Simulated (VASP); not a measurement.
**AlRu: band structure with PBE**

AlRu:

```
CELL_PARAMETERS angstrom
2.99160 0.00000 0.00000
0.00000 2.99160 0.00000
0.00000 0.00000 2.99160
ATOMIC_POSITIONS crystal
Ru 0.50000 0.50000 0.50000
Al 0.00000 0.00000 0.00000
```

```json
{
 "Program": "VASP 6.6.1",
 "Task": "band structure",
 "Functional": "PBE",
 "Potentials or basis": "VASP PAW PBE potentials, release 54 (Ru, Al)",
 "Cutoff": "600 eV",
 "k mesh": "9 × 9 × 9",
 "Occupations": "fermi-dirac, width 0.05 eV",
 "Spin": "no spin polarisation",
 "Further INCAR settings": "ALGO = Normal; EDIFF = 1e-07; NBANDS = 12"
}
```

```yaml
Band_gap_along_the_path: none (metal or under the smearing width)
```

Levels at the corners of the path, in eV from the Fermi level:
```tsv
point	band 2	band 3	band 4	band 5	band 6	band 7	band 8	band 9
Γ	-3.49	-3.49	0.24	0.24	0.24	6.15	6.15	6.15
X	-5.42	-2.69	-1.54	-1.54	0.49	2.36	7.53	11.08
X	-5.42	-2.69	-1.54	-1.54	0.49	2.36	7.53	11.08
M	-2.98	-1.29	-1.29	-1.10	-1.10	1.60	5.39	6.30
M	-2.98	-1.29	-1.29	-1.10	-1.10	1.60	5.39	6.30
Γ	-3.49	-3.49	0.24	0.24	0.24	6.15	6.15	6.15
Γ	-3.49	-3.49	0.24	0.24	0.24	6.15	6.15	6.15
R	-4.56	-4.56	1.70	1.70	2.65	4.21	4.21	4.21
R	-4.56	-4.56	1.70	1.70	2.65	4.21	4.21	4.21
X	-5.42	-2.69	-1.54	-1.54	0.49	2.36	7.53	11.08
M	-2.98	-1.29	-1.29	-1.10	-1.10	1.60	5.39	6.30
R	-4.56	-4.56	1.70	1.70	2.65	4.21	4.21	4.21
```

Wall time 9.1 s on 1 thread of Intel(R) Xeon(R) 6975P-C (Granite Rapids) (shared host), peak memory 0.16 GiB.

Caveat: the log is that of the step along the path at fixed density, whose energy, stress, charges and moments have no meaning.
